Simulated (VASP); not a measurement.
# PbS (Fm-3m) in VASP: a series of runs

Aim: see how the results for PbS move with the level of theory and the settings. Levels: PBEsol, r2SCAN. Tasks: single point.

Everything below comes from runs of VASP 6.6.1. Logs are shortened: lines on timing, memory, paths and dates and some standing lists are left out, and cuts for length are marked.

**1. The crystal as given**

It takes space group Fm-3m (No. 225, cubic). Conventional cell: a = 5.904 Å, b = 5.904 Å, c = 5.904 Å, α = 90.00°, β = 90.00°, γ = 90.00°. Pb (site symmetry m-3m) has 6 S at 2.95 Å as nearest neighbours. S (site symmetry m-3m) has 6 Pb at 2.95 Å as nearest neighbours.

The cell is a database's computed one.

**2. Single point, PBEsol**

Contents of INCAR:

```
SYSTEM = PbS
ALGO = Fast
EDIFF = 1E-6
ENCUT = 900
GGA = PS
ISIF = 2
ISMEAR = 0
LASPH = .TRUE.
LCHARG = .FALSE.
LREAL = .FALSE.
LWAVE = .FALSE.
NELM = 100
PREC = Accurate
SIGMA = 0.1
```

Contents of KPOINTS:

```
k-points
0
G
  10 10 10
  0 0 0
```

Contents of POSCAR:

```
PbS
1.0
    0.0000000000      2.9519000000      2.9519000000
    2.9519000000      0.0000000000      2.9519000000
    2.9519000000      2.9519000000      0.0000000000
Pb S
1 1
Direct
    0.5000000000      0.5000000000      0.5000000000
    0.0000000000      0.0000000000      0.0000000000
```

Potentials or basis: VASP PAW PBE potentials, release 64 (Pb_d, S_h).

Launch:

```bash
$ cat potpaw_PBE.64/Pb_d/POTCAR potpaw_PBE.64/S_h/POTCAR > POTCAR
$ mpirun -np 1 vasp_std > vasp.out
```

OUTCAR:

```text
SYSTEM = PbS
   EDIFF = 1E-6
   ENCUT = 900
   GGA = PS
   ISIF = 2
   ISMEAR = 0
   LASPH = .TRUE.
   LREAL = .FALSE.
   NELM = 100
   PREC = Accurate

 ion  position               nearest neighbor table
   1  0.500  0.500  0.500-   2 2.95   2 2.95   2 2.95   2 2.95   2 2.95   2 2.95
   2  0.000  0.000  0.000-   1 2.95   1 2.95   1 2.95   1 2.95   1 2.95   1 2.95

  LATTYP: Found a face centered cubic cell.
 ALAT       =     5.9038000000

  Lattice vectors:

 A1 = (   0.0000000000,   2.9519000000,   2.9519000000)
 A2 = (   2.9519000000,   0.0000000000,   2.9519000000)
 A3 = (   2.9519000000,   2.9519000000,   0.0000000000)

Analysis of symmetry for initial positions (statically):
=====================================================================
 Subroutine PRICEL returns:
 Original cell was already a primitive cell.

 Routine SETGRP: Setting up the symmetry group for a
 face centered cubic supercell.

 Subroutine GETGRP returns: Found 48 space group operations
 (whereof 48 operations were pure point group operations)
 out of a pool of 48 trial point group operations.

The static configuration has the point symmetry O_h .

Analysis of symmetry for dynamics (positions and initial velocities):
=====================================================================
 Subroutine PRICEL returns:
 Original cell was already a primitive cell.

 Routine SETGRP: Setting up the symmetry group for a
 face centered cubic supercell.

 Subroutine GETGRP returns: Found 48 space group operations
 (whereof 48 operations were pure point group operations)
 out of a pool of 48 trial point group operations.

The dynamic configuration has the point symmetry O_h .

 Subroutine INISYM returns: Found 48 space group operations
 (whereof 48 operations are pure point group operations),
 and found     1 'primitive' translations

----------------------------------------------------------------------------------------

                                     Primitive cell

  volume of cell :      51.4440

  direct lattice vectors                    reciprocal lattice vectors
     0.000000000  2.951900000  2.951900000    -0.169382432  0.169382432  0.169382432
     2.951900000  0.000000000  2.951900000     0.169382432 -0.169382432  0.169382432
     2.951900000  2.951900000  0.000000000     0.169382432  0.169382432 -0.169382432

  length of vectors
     4.174617015  4.174617015  4.174617015     0.293378978  0.293378978  0.293378978

  position of ions in fractional coordinates (direct lattice)
     0.500000000  0.500000000  0.500000000
     0.000000000  0.000000000  0.000000000

  ion indices of the primitive-cell ions
   primitive index   ion index
                 1           1
                 2           2

----------------------------------------------------------------------------------------

 KPOINTS: k-points

Automatic generation of k-mesh.
 Grid dimensions read from file:
 generate k-points for:   10   10   10

 Generating k-lattice:

  Cartesian coordinates                     Fractional coordinates (reciprocal lattice)
    -0.016938243  0.016938243  0.016938243     0.100000000  0.000000000  0.000000000
     0.016938243 -0.016938243  0.016938243     0.000000000  0.100000000  0.000000000
     0.016938243  0.016938243 -0.016938243     0.000000000  0.000000000  0.100000000

  Length of vectors
     0.029337898  0.029337898  0.029337898

  Shift w.r.t. Gamma in fractional coordinates (k-lattice)
     0.000000000  0.000000000  0.000000000

 Subroutine IBZKPT returns following result:
 ===========================================

 Found     47 irreducible k-points:

 Following reciprocal coordinates:
            Coordinates               Weight
  0.000000  0.000000  0.000000      1.000000
  0.100000  0.000000  0.000000      8.000000
  0.200000  0.000000  0.000000      8.000000
  0.300000  0.000000  0.000000      8.000000
  0.400000  0.000000  0.000000      8.000000
  0.500000  0.000000  0.000000      4.000000
[... 16 lines left out ...]
  0.300000  0.300000  0.000000      6.000000
  0.400000  0.300000  0.000000     24.000000
 [... further k-points ...]
   k-points           NKPTS =     47   k-points in BZ     NKDIM =     47   number of bands    NBANDS=     14
   number of dos      NEDOS =    301   number of ions     NIONS =      2
   total plane-waves  NPLWV =  74088
   dimension x,y,z NGX =    42 NGY =   42 NGZ =   42
   dimension x,y,z NGXF=    84 NGYF=   84 NGZF=   84
   ions per type =               1   1
   NGX,Y,Z   is equivalent  to a cutoff of  16.73, 16.73, 16.73 a.u.
   NGXF,Y,Z  is equivalent  to a cutoff of  33.45, 33.45, 33.45 a.u.
 SYSTEM =  PbS
   PREC   = accura    normal or accurate (medium, high low for compatibility)
   ISTART =      0    job   : 0-new  1-cont  2-samecut
   ICHARG =      2    charge: 1-file 2-atom 10-const
   ISPIN  =      1    spin polarized calculation?
   LNONCOLLINEAR =      F non collinear calculations
   LSORBIT =      F    spin-orbit coupling
   LASPH  =      T    aspherical Exc in radial PAW
   ENCUT  =  900.0 eV  66.15 Ry    8.13 a.u.  10.21 10.21 10.21*2*pi/ulx,y,z
   NELM   =    100;   NELMIN=  2; NELMDL= -5     # of ELM steps
   EDIFF  = 0.1E-05   stopping-criterion for ELM
   LREAL  =      F    real-space projection
   EDIFFG = 0.1E-04   stopping-criterion for IOM
   NSW    =      0    number of steps for IOM
   IBRION =     -1    ionic relax: 0-MD 1-quasi-New 2-CG
   NFREE  =      0    steps in history (QN), initial steepest desc. (CG)
   ISIF   =      2    stress and relaxation
   ISYM   =      2    0-nonsym 1-usesym 2-fastsym
   POTIM  = 0.5000    time-step for ionic-motion
   TEBEG  =    0.0;   TEEND  =   0.0 temperature during run
   PSTRESS=    0.0 pullay stress
   NELECT =      20.0000    total number of electrons
   NUPDOWN=      -1.0000    fix difference up-down
   EMIN   =  10.00;   EMAX   =-10.00  energy-range for DOS
   EFERMI =   0.00;   METHOD = LEGACY
   ISMEAR =     0;   SIGMA  =   0.10  broadening in eV -4-tet -1-fermi 0-gaus
   EFERMI_NEDOS =   21; number of points for ismear=-14 and -15
   IALGO  =     68    algorithm
   IMIX   =      4    mixing-type and parameters
     AMIX     =   0.40;   BMIX     =  1.00
     AMIX_MAG =   1.60;   BMIX_MAG =  1.00
  volume/ion in A,a.u.               =      25.72       173.58
  Fermi-wavevector in a.u.,A,eV,Ry     =   1.194831  2.257903 19.423968  1.427621
  Thomas-Fermi vector in A             =   2.330812
   LORBIT       =      0    0 simple, 1 ext, 2 COOP (PROOUT), +10 PAW based schemes
   GGA     = PS    functional components
   LHFCALC =     F    Hartree Fock is set to
   AEXX    =    0.0000 exact exchange contribution
   IVDW    =     0    specifies the selected vdW correction
   LEPSILON=     F    determine dielectric tensor
   LRPA    =     F    only Hartree local field effects (RPA)
 non-spin polarized calculation
 RMM-DIIS sequential band-by-band and
 Gauss-broadening in eV      SIGMA  =   0.10
  energy-cutoff  :      900.00
  volume of cell :       51.44
 maximum number of plane-waves:      3171
 NGX is ok and might be reduce to    42
   NGX = 21   NGY = 21   NGZ = 21

 number of electron      20.0000001 magnetization

 Free energy of the ion-electron system (eV)
  ---------------------------------------------------
  ext. energy  EPLUGINS =         0.00000000
  ---------------------------------------------------
  free energy    TOTEN  =        -9.45790603 eV

  energy without entropy =       -9.45774060  energy(sigma->0) =       -9.45782331

 E-fermi :   6.2233     XC(G=0):  -9.9894

 val. band max:        6.1231054129   @ k =   0.5000   0.0000   0.0000
 cond. band min:       6.3234711496   @ k =   0.5000   0.0000   0.0000
 fundamental gap:      0.2003657367
 Fermi energy:         6.2232882830

 k-point     1 :       0.0000    0.0000    0.0000
  band No.  band energies     occupation
      1     -10.6608      2.00000
      2     -10.6608      2.00000
      3     -10.6608      2.00000
      4     -10.6478      2.00000
      5     -10.6478      2.00000
      6      -7.6259      2.00000
      7       0.0739      2.00000
      8       3.8659      2.00000
      9       3.8659      2.00000
     10       3.8659      2.00000
     11      11.3090      0.00000
     12      11.3090      0.00000
     13      11.3091      0.00000
     14      12.6928      0.00000

 k-point     2 :       0.1000    0.0000    0.0000
  band No.  band energies     occupation
      1     -10.6603      2.00000
      2     -10.6586      2.00000
      3     -10.6586      2.00000
      4     -10.6485      2.00000
      5     -10.6485      2.00000
      6      -7.5371      2.00000
      7      -0.2447      2.00000
      8       3.8936      2.00000
      9       3.8936      2.00000
     10       4.1066      2.00000
     11      10.3790      0.00000
     12      10.7355      0.00000
     13      10.7355      0.00000
     14      12.7739      0.00000

 k-point     3 :       0.2000    0.0000    0.0000
  band No.  band energies     occupation
      1     -10.6629      2.00000
      2     -10.6629      2.00000
      3     -10.6593      2.00000
      4     -10.6402      2.00000
      5     -10.6402      2.00000
      6      -7.2816      2.00000
      7      -0.9896      2.00000
      8       3.9746      2.00000
      9       3.9746      2.00000
     10       4.6258      2.00000
     11       8.9963      0.00000
     12       9.7319      0.00000
     13       9.7319      0.00000
     14      12.6567      0.00000
[... 324 lines left out ...]
 k-point    23 :       0.3000    0.3000    0.0000
  band No.  band energies     occupation
      1     -10.7422      2.00000
      2     -10.6791      2.00000
      3     -10.6295      2.00000
      4     -10.6183      2.00000
      5     -10.6183      2.00000
      6      -6.6212      2.00000
      7      -1.3311      2.00000
      8       2.9770      2.00000
      9       2.9770      2.00000
     10       3.3855      2.00000
     11       9.2567      0.00000
     12      10.3292      0.00000
     13      11.1668      0.00000
     14      11.1668      0.00000

 k-point    24 :       0.4000    0.3000    0.0000
  band No.  band energies     occupation
      1     -10.7649      2.00000
      2     -10.6792      2.00000
      3     -10.6320      2.00000
      4     -10.6114      2.00000
      5     -10.6067      2.00000
      6      -6.3108      2.00000
      7      -1.5614      2.00000
      8       2.3850      2.00000
      9       2.8845      2.00000
     10       3.0848      2.00000
     11       9.7987      0.00000
     12      10.1866      0.00000
     13      11.0272      0.00000
     14      11.4748      0.00000

 [... further k-points ...]

------------------------ aborting loop because EDIFF is reached ----------------------------------------

  FORCE on cell =-STRESS in cart. coord.  units (eV):
  Direction    XX          YY          ZZ          XY          YZ          ZX
  --------------------------------------------------------------------------------------
  -------------------------------------------------------------------------------------
  Total       -0.0062515     -0.0062515     -0.0062515     -0.0000000      0.0000000      0.0000000
  in kB       -0.1946960     -0.1946960     -0.1946960     -0.0000000      0.0000000      0.0000000
  external PRESSURE =      -0.1946960 kB  Pullay stress =       0.0000000 kB

 VOLUME and BASIS-vectors are now :
 -----------------------------------------------------------------------------
  energy-cutoff  :      900.00
  volume of cell :       51.44
      direct lattice vectors                 reciprocal lattice vectors
     0.000000000  2.951900000  2.951900000    -0.169382432  0.169382432  0.169382432
     2.951900000  0.000000000  2.951900000     0.169382432 -0.169382432  0.169382432
     2.951900000  2.951900000  0.000000000     0.169382432  0.169382432 -0.169382432

 POSITION                                       TOTAL-FORCE (eV/Angst)
 -----------------------------------------------------------------------------------
      2.95190      2.95190      2.95190        -0.000000     -0.000000      0.000000
      0.00000      0.00000      0.00000         0.000000      0.000000     -0.000000
 -----------------------------------------------------------------------------------
    total drift:                               -0.000000     -0.000000     -0.000000

  FREE ENERGIE OF THE ION-ELECTRON SYSTEM (eV)
  ---------------------------------------------------
  free  energy   TOTEN  =        -9.4579060314 eV

  energy  without entropy=       -9.4577405951  energy(sigma->0) =       -9.45782331
```

Wall time 86 s (1 thread of Intel Xeon Platinum 8488C (Sapphire Rapids), shared host); peak memory 0.3 GiB.

Results:

```yaml
Free_energy: -9.4579 eV
Pressure: 0.0 GPa
Band_gap_on_the_k_mesh: 0.20 eV, direct
```

Caveat: the PAW data sets were made with another functional, which shifts forces and pressure a little; spin-orbit coupling is left out, which as a rule narrows the gap of such compounds by several tenths of an eV. A k mesh can miss the band edges.

**3. Single point, r2SCAN**

Contents of INCAR:

```
SYSTEM = PbS
ALGO = Normal
EDIFF = 1E-6
ENCUT = 520
ISIF = 2
ISMEAR = 0
LASPH = .TRUE.
LCHARG = .FALSE.
LMIXTAU = .TRUE.
LREAL = .FALSE.
LWAVE = .FALSE.
METAGGA = R2SCAN
NELM = 100
PREC = Accurate
SIGMA = 0.1
```

KPOINTS is that of step 2.

POSCAR is that of step 2.

Potentials or basis: VASP PAW PBE potentials, release 64 (Pb_d, S).

Launch:

```bash
$ cat potpaw_PBE.64/Pb_d/POTCAR potpaw_PBE.64/S/POTCAR > POTCAR
$ mpirun -np 1 vasp_std > vasp.out
```

OUTCAR:

```text
SYSTEM = PbS
   EDIFF = 1E-6
   ENCUT = 520
   ISIF = 2
   ISMEAR = 0
   LASPH = .TRUE.
   LREAL = .FALSE.
   METAGGA = R2SCAN
   NELM = 100
   PREC = Accurate

 ion  position               nearest neighbor table
   1  0.500  0.500  0.500-   2 2.95   2 2.95   2 2.95   2 2.95   2 2.95   2 2.95
   2  0.000  0.000  0.000-   1 2.95   1 2.95   1 2.95   1 2.95   1 2.95   1 2.95

  LATTYP: Found a face centered cubic cell.
 ALAT       =     5.9038000000

  Lattice vectors:

[... 597 lines left out ...]

  FORCE on cell =-STRESS in cart. coord.  units (eV):
  Direction    XX          YY          ZZ          XY          YZ          ZX
  --------------------------------------------------------------------------------------
  -------------------------------------------------------------------------------------
  Total        0.7018520      0.7018520      0.7018520      0.0000000      0.0000000     -0.0000000
  in kB       21.8585423     21.8585423     21.8585423      0.0000000      0.0000000     -0.0000000
  external PRESSURE =      21.8585423 kB  Pullay stress =       0.0000000 kB

 VOLUME and BASIS-vectors are now :
 -----------------------------------------------------------------------------
  energy-cutoff  :      520.00
  volume of cell :       51.44
      direct lattice vectors                 reciprocal lattice vectors
     0.000000000  2.951900000  2.951900000    -0.169382432  0.169382432  0.169382432
     2.951900000  0.000000000  2.951900000     0.169382432 -0.169382432  0.169382432
     2.951900000  2.951900000  0.000000000     0.169382432  0.169382432 -0.169382432

 POSITION                                       TOTAL-FORCE (eV/Angst)
 -----------------------------------------------------------------------------------
      2.95190      2.95190      2.95190        -0.000000     -0.000000      0.000000
      0.00000      0.00000      0.00000         0.000000      0.000000      0.000000
 -----------------------------------------------------------------------------------
    total drift:                                0.000000     -0.000000      0.000000

  FREE ENERGIE OF THE ION-ELECTRON SYSTEM (eV)
  ---------------------------------------------------
  free  energy   TOTEN  =       -65.5986932203 eV

  energy  without entropy=      -65.5986930661  energy(sigma->0) =      -65.59869314
```

OSZICAR:

```text
N       E                     dE             d eps       ncg     rms          rms(c)
DAV:   1     0.965421430040E+02    0.96542E+02   -0.10335E+04  1322   0.156E+03
DAV:   2    -0.566482240175E+02   -0.15319E+03   -0.14971E+03  1364   0.371E+02
DAV:   3    -0.703052306308E+02   -0.13657E+02   -0.13559E+02  1768   0.109E+02
DAV:   4    -0.706597445095E+02   -0.35451E+00   -0.35403E+00  1444   0.195E+01
DAV:   5    -0.706707060436E+02   -0.10962E-01   -0.10961E-01  1850   0.364E+00    0.480E+00
DAV:   6    -0.654580868666E+02    0.52126E+01   -0.28014E+00  1604   0.330E+01    0.409E+00
DAV:   7    -0.654938640664E+02   -0.35777E-01   -0.68380E-01  1370   0.115E+01    0.227E+00
DAV:   8    -0.654429916556E+02    0.50872E-01   -0.66989E-01  1328   0.757E+00    0.843E-01
DAV:   9    -0.655797597544E+02   -0.13677E+00   -0.31851E-01  1316   0.511E+00    0.636E-01
DAV:  10    -0.655910005853E+02   -0.11241E-01   -0.23750E-02  1412   0.193E+00    0.371E-01
DAV:  11    -0.655977821631E+02   -0.67816E-02   -0.14959E-02  1394   0.124E+00    0.906E-02
DAV:  12    -0.655901459734E+02    0.76362E-02   -0.13645E-02  1352   0.140E+00    0.196E-01
DAV:  13    -0.655973195041E+02   -0.71735E-02   -0.43142E-03  1316   0.729E-01    0.767E-02
DAV:  14    -0.655986308764E+02   -0.13114E-02   -0.14427E-03  1472   0.452E-01    0.140E-02
DAV:  15    -0.655986931200E+02   -0.62244E-04   -0.95832E-05  1586   0.115E-01    0.102E-02
DAV:  16    -0.655986932203E+02   -0.10032E-06   -0.35584E-06  1456   0.176E-02
   1 F= -.65598693E+02 E0= -.65598693E+02  d E =-.154238E-06
```

Run time: 75 s. Hardware: 1 thread of Intel Xeon Platinum 8488C (Sapphire Rapids), shared host; peak memory 0.2 GiB.

What came out:

* Free energy: -65.5987 eV
* Pressure: 2.2 GPa
* Band gap on the k mesh: 0.57 eV, direct

Levels at points of the mesh, in eV from the valence-band top:
| k point | band 7 | band 8 | band 9 | band 10 | band 11 | band 12 | band 13 | band 14 |
| --- | --- | --- | --- | --- | --- | --- | --- | --- |
| (0.00, 0.00, 0.00) | -6.10 | -2.44 | -2.44 | -2.44 | 5.57 | 5.57 | 5.57 | 7.07 |
| (0.50, 0.00, 0.00) | -9.23 | -2.02 | -2.02 | 0.00 | 0.57 | 2.12 | 2.12 | 9.16 |
| (0.50, 0.50, 0.00) | -7.41 | -5.54 | -3.74 | -3.74 | 4.06 | 6.04 | 6.12 | 6.12 |

Caveat: the PAW data sets were made with another functional, which shifts forces and pressure a little; spin-orbit coupling is left out, which as a rule narrows the gap of such compounds by several tenths of an eV. A k mesh can miss the band edges.
